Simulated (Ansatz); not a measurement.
# NaI in Ansatz: the effect of functional

The system is NaI.

```xyz
2
Lattice="0.0000 3.2147 3.2147 3.2147 0.0000 3.2147 3.2147 3.2147 0.0000" Properties=species:S:1:pos:R:3 pbc="T T T"
I     3.2147    3.2147    3.2147
Na    0.0000    0.0000    0.0000
```

The cell isn't the ideal one: volume scaled by 0.98.

Alike in all runs:

* Program: Ansatz 0.2.0
* Task: single point
* Potentials or basis: Ansatz PAW
* k mesh: 7 × 7 × 7
* Occupations: fermi-dirac, width 0.05 eV
* Spin: no spin polarisation

Q: One run gave: gap on the mesh 4.49 eV; pressure 0.3 GPa. Which functional did it use?
A. r2SCAN
B. LDA
C. PBEsol

A: A.

```csv
functional,cutoff,gap on the mesh (eV),pressure (GPa)
LDA,420 eV (not typed: the program's choice for these potentials),3.39,-1.4
PBEsol,420 eV (not typed: the program's choice for these potentials),3.56,-0.2
r2SCAN,500 eV (not typed: the program's choice for these potentials),4.49,0.3
```

Caveats: odd divisions of the mesh miss points on the zone boundary, where band edges often lie, so the gap on the mesh can be too wide; spin-orbit coupling is left out, which moves the levels of the heavy elements; the PAW data sets come from PBE, with cores solved anew for the run's functional, which leaves a small shift of forces and pressure.

